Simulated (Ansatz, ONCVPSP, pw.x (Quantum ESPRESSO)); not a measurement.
## Si: does the ONCV potential hold in the solid?

Si (Z = 14), optimised norm-conserving Vanderbilt (ONCV), made with ONCVPSP 4.0.1.1 (patched build) (LDA (Perdew-Wang 92), scalar-relativistic). Core [Ne], reference 3s2 (charge +2). Waves: 3s: rc 1.65 bohr, ncon 4, nbas 8, qcut 3.3 1/bohr, 2 projectors, debl 3.7 Ha; p scattering state at 0.29 Ha: rc 1.45 bohr, ncon 3, nbas 7, qcut 6.5 1/bohr, 3 projectors, debl 3.2 Ha; d scattering state at 0.05 Ha: rc 1.40 bohr, ncon 5, nbas 8, qcut 6.7 1/bohr, 1 projector. Local part: polynomial inside 1.05 bohr (lpopt 4, dvloc0 4 Ha). Core correction: none.

In the p channel the program set the typed energies aside and used 0.050, 3.250, 6.450 Ha.

Atomic tests: cutoffs needed: 26 Ha and 58 Ha (the cutoffs (Ha) at which the residual kinetic energy of the hardest occupied pseudo-wave falls to 1 and 0.1 mHa per electron); ghost test: ghosts flagged at negative energy: p at -8.7 eV (the flag in p may be a real empty level of the ion); GHOST(+) flagged for s at 175.3 eV; a true bound ghost makes a file unfit for plane-wave use; largest excitation error: +299 meV (all-electron minus pseudo) for 3s2 3p2, out of 4 test configurations.

Crystal test: bcc Si in pw.x 7.5, no spin, 15³ k-points, Fermi–Dirac smearing 0.01 Ry, cutoffs 135/540 Ry. The reference is all-electron LAPW (Ansatz 0.2.0) with the same functional, mesh and smearing; V0 and B0 come from Birch–Murnaghan fits to the pressures at five volumes. Errors are pseudo minus all-electron; Δ is the rms difference of the E(V) curves that follow from these fits, minima aligned, over ±6 % about the mean V0. Mesh and smearing are coarse, so the numbers serve the comparison and aren't converged zero-temperature values; the lattice is a test structure that the element need not adopt.

All-electron: a0 = 3.045 Å (V0 = 14.12 Å³/atom), B0 = 101.1 GPa.

Problem. How far does the potential miss the all-electron equation of state?

Solution. mean pressure error (GPa): -3.89; a0 (Å): 3.006; a0 error (%): -1.29; B0 error (%): +5.4; Δ (meV/atom): 12.3. This is a poor potential for the solid. Note: ghosts flagged at negative energy: p at -8.7 eV (the flag in p may be a real empty level of the ion); GHOST(+) flagged for s at 175.3 eV. A true bound ghost makes a file unfit for plane-wave use.

| V (Å³/atom) | P all-electron (GPa) | P pseudo (GPa) |
| --- | --- | --- |
| 13.383 | 6.06 | 1.58 |
| 13.735 | 2.95 | -1.20 |
| 14.087 | 0.22 | -3.64 |
| 14.439 | -2.17 | -5.76 |
| 14.791 | -4.26 | -7.62 |

Problem. At the middle volume, how do free energy and pressure move when the wave cutoff is lowered (ecutrho kept at four times it)?

Solution.

```tsv
cutoff (Ry)	shift of F (meV/atom)	shift of P (GPa)
61	+89.1	-1.23
81	+37.0	-0.15
108	+17.7	-0.80
```

The run at the middle volume (120 k-points, 14 iterations) took about 2 min on one core of a shared host (Neoverse-N1, 64 threads, 124 GiB, load 51).
